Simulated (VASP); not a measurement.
Write the native input for VASP 6.6.1 that does the following.

* Task: band structure
* Functional: PBE
* Potentials or basis: VASP PAW PBE potentials, release 54 (Os)
* Cutoff: 520 eV
* k mesh: 11 × 11 × 6
* Occupations: fermi-dirac, width 0.05 eV
* Spin: no spin polarisation
* Further INCAR settings: ALGO = Normal; EDIFF = 1e-06; NBANDS = 15

The structure of Os lies in POSCAR:

```
Os
1.0
    2.7341000000      0.0000000000      0.0000000000
   -1.3670500000      2.3678000565      0.0000000000
    0.0000000000      0.0000000000      4.3197000000
Os
2
Direct
    0.6666666667      0.3333333333      0.7500000000
    0.3333333333      0.6666666667      0.2500000000
```

One way to write it, as run:

INCAR

```
SYSTEM = Os
ALGO = Normal ; EDIFF = 1E-6
ENCUT = 520 ; GGA = PE
ISIF = 2 ; ISMEAR = -1
LASPH = .TRUE. ; LCHARG = .FALSE.
LMAXMIX = 4 ; LREAL = .FALSE.
LWAVE = .FALSE. ; NBANDS = 15
NELM = 60 ; PREC = Accurate
SIGMA = 0.05
```

KPOINTS

```
k-points
0
G
  11 11 6
  0 0 0
```

KPOINTS_OPT

```
path GMKGALHA,LM,KH
20
line-mode
reciprocal
 0.0000000000  0.0000000000  0.0000000000  G
 0.5000000000  0.0000000000  0.0000000000  M

 0.5000000000  0.0000000000  0.0000000000  M
 0.3333333333  0.3333333333  0.0000000000  K

 0.3333333333  0.3333333333  0.0000000000  K
 0.0000000000  0.0000000000  0.0000000000  G

 0.0000000000  0.0000000000  0.0000000000  G
 0.0000000000  0.0000000000  0.5000000000  A

 0.0000000000  0.0000000000  0.5000000000  A
 0.5000000000  0.0000000000  0.5000000000  L

 0.5000000000  0.0000000000  0.5000000000  L
 0.3333333333  0.3333333333  0.5000000000  H

 0.3333333333  0.3333333333  0.5000000000  H
 0.0000000000  0.0000000000  0.5000000000  A

 0.5000000000  0.0000000000  0.5000000000  L
 0.5000000000  0.0000000000  0.0000000000  M

 0.3333333333  0.3333333333  0.0000000000  K
 0.3333333333  0.3333333333  0.5000000000  H
```

Potentials or basis: VASP PAW PBE potentials, release 54 (Os).

Launch:

```bash
$ cat potpaw_PBE.54/Os/POTCAR > POTCAR
$ mpirun -np 1 vasp_std > vasp.out
```

Results of the run:

* Pressure: 8.9 GPa
* Band gap along the path: none (metal or under the smearing width)

Caveat: spin-orbit coupling is left out, which moves the levels of the heavy elements.

Wall time 65 s on 1 thread of Intel(R) Xeon(R) Platinum 8259CL CPU @ 2.50GHz (Skylake/Cascade Lake), on a shared host, peak memory 0.16 GiB.
